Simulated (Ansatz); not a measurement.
Crystal: MoSe2.

```
Mo Se
1.0
     3.28800    0.00000    0.00000
    -1.64400    2.84749    0.00000
     0.00000    0.00000   12.90000
Mo Se
2 4
Direct
  0.66667 0.33333 0.75000
  0.33333 0.66667 0.25000
  0.66667 0.33333 0.37500
  0.33333 0.66667 0.87500
  0.66667 0.33333 0.12500
  0.33333 0.66667 0.62500
```

Base run:

* Program: Ansatz 0.2.0
* Functional: PBE
* Potentials or basis: Ansatz PAW
* Cutoff: 420 eV (not typed: the program's choice for these potentials)
* k mesh: 9 × 9 × 2
* Occupations: fermi-dirac, width 0.05 eV
* Spin: no spin polarisation

Its results: band gap on the k mesh 0.89 eV, indirect (least direct gap 1.38 eV); pressure 8.0 GPa; largest force 1.102 eV/Å.

**Question.** The run is repeated on the same cell with these changes: functional from PBE to RPBE. What comes out?

**Answer.** Band gap on the k mesh 0.90 eV, indirect (least direct gap 1.38 eV); pressure 10.5 GPa; largest force 1.189 eV/Å.

RPBE binds less tightly than PBE, so the same cell stands under more pressure.

Caveats: the cell's inner coordinates are idealised or old, which leaves forces on the atoms; this functional lacks dispersion, which binds the layers, so the pressure and a relaxed spacing across them are unreliable; the PAW data sets come from PBE, with cores solved anew for the run's functional, which leaves a small shift of forces and pressure (some runs).
